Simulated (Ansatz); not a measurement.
## rocksalt-structured CdTe

Method: PBEsol, scalar-relativistic; no spin polarisation; PAW, 420 eV, 8×8×8 k-mesh, Gaussian smearing of 0.05 eV; code Ansatz; PAW files: Ansatz's generated set soft_2.

```
Cd Te
1.0
     0.00000    2.99801    2.99801
     2.99801    0.00000    2.99801
     2.99801    2.99801    0.00000
Cd Te
1 1
Direct
  0.50000 0.50000 0.50000
  0.00000 0.00000 0.00000
```

The compound is reported in the structure type of the start.

The cell above was scaled in volume, its shape and atoms being fixed by the lattice's symmetry. Energies are counted from the cell above.

Cell and atoms are those of this level's equilibrium.

```
V (Å³/atom)  ΔE (meV/atom)  P (GPa)
      25.87            8.2      2.5
      26.41            1.9      1.2
      26.95            0.0      0.0
      27.49            1.9     -1.1
      28.02            7.1     -2.0
```

Question: What do the points give for the equilibrium volume, the bulk modulus and its pressure derivative (third-order Birch–Murnaghan)?

Answer: V0 = 26.94 Å³/atom, B0 = 56 GPa, B0′ = 5.0.

B0·V0 = 56.5 GPa × 26.94 Å³ = 9.50 eV/atom sets the scale: near the minimum ΔE ≈ ½ B0 V0 x², with x = V/V0 − 1, and a pressure of 0.6 GPa squeezes the volume by about 1 %. At the ends of the curve: x = −4.0 % predicts 7.5 meV/atom and the run gives 8.2; x = +4.0 % predicts 7.7 meV/atom and the run gives 7.1. Compression costs more and expansion less than the parabola says, since the crystal stiffens as it shrinks; B0′ measures that.

Spin–orbit coupling, which matters for such heavy elements, is left out. The run is a metal.
